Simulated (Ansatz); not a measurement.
The cell below derives from a database structure.

Input and command of a plane-wave DFT calculation in Ansatz:

```yaml
crystal:
  lattice:
    - [0.0262949807, 0.0090721289, 3.1813622832]
    - [6.2766131347, 0.0852571525, 0.0525899615]
    - [0.0852571525, 6.4377782543, 0.0181442578]
  atoms:
    - { symbol: Ti, position: [0.5429707654, 0.2302851432, 0.2442117951] }
    - { symbol: Ti, position: [0.4611833365, 0.2170614788, 0.7854344131] }
    - { symbol: Ti, position: [0.5748803929, 0.7503371234, 0.2420702671] }
    - { symbol: Ti, position: [0.4908507399, 0.7897919187, 0.7573096023] }
    - { symbol: Al, position: [0.0051648507, -0.0195178509, -0.0018997137] }
    - { symbol: Al, position: [-0.0037166119, 0.0347175125, 0.4871329684] }
    - { symbol: Al, position: [-0.0953971815, 0.4965778352, -0.0166014488] }
    - { symbol: Al, position: [0.0240637079, 0.500746839, 0.5023421165] }
basis:
  ecutwfc: 420
kpoints:
  mp_grid: { grid: [6, 4, 4] }
hamiltonian:
  xc: pbe
scf:
  occupations: { method: gaussian, width: 0.2 }
  lower_state_search: "off"
output:
  forces: true
  stress: true
  eigenvalues: true
relax:
  adjacent_minimum: "off"
  f_tol: 0.025
  max_steps: 60
  cell: { stress_tol: 0.25 }
```

```bash
ansatz run input.yaml --threads 1 --pin off --max-ram 2560MiB --backend cpu --events-out ev --progress --plain --runs-dir out
```

Processor: Intel(R) Xeon(R) Processor @ 2.70GHz, 1 thread, on a host shared with other jobs.

Question: Estimate time, memory and problem size.

Answer: About 3.9 min, peak memory 0.51 GiB. It solves 38 bands at 52 k points (after reduction by symmetry) with about 2551 plane waves (on the last cell), in 65 SCF iterations over 10 ionic steps.
